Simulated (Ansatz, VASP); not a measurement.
TePb (e600) in VASP and in Ansatz

```
Te Pb
1.0
     0.00000    3.23100    3.23100
     3.23100    0.00000    3.23100
     3.23100    3.23100    0.00000
Te Pb
1 1
Direct
  0.50000 0.50000 0.50000
  0.00000 0.00000 0.00000
```

Alike in both runs: task relaxation of cell and atoms; functional PBE; k mesh 8 × 8 × 8; occupations gaussian, width 0.02 eV; no spin polarisation.

|  | VASP | Ansatz |
| --- | --- | --- |
| version | VASP 6.6.1 | Ansatz 0.2.0 |
| potentials or method | VASP PAW PBE potentials, release 64 (Te, Pb_d) | scalar-relativistic, plane waves, PAW |
| plane-wave cutoff (eV) | 600 | 600 |
| valence electrons in the cell | 20 | 30 |

```tsv
	VASP	Ansatz	Ansatz less VASP
gap on the k mesh at the Fermi level, each at its own relaxed structure (eV)	0.83	0.83	-0.003
relaxed volume (Å³/atom)	35.42	35.44	+0.020
relaxed cell length with the largest relative difference (Å)	4.644	4.645	+0.0009
energy change over the relaxation (meV/atom)	-11	-11	-0.2
```

The two sets of potentials don't hold the same shells in valence.

Caveats: spin-orbit coupling is left out, which as a rule narrows the gap of such compounds by several tenths of an eV. A k mesh can miss the band edges. Zero-point motion and thermal expansion aren't in these numbers.
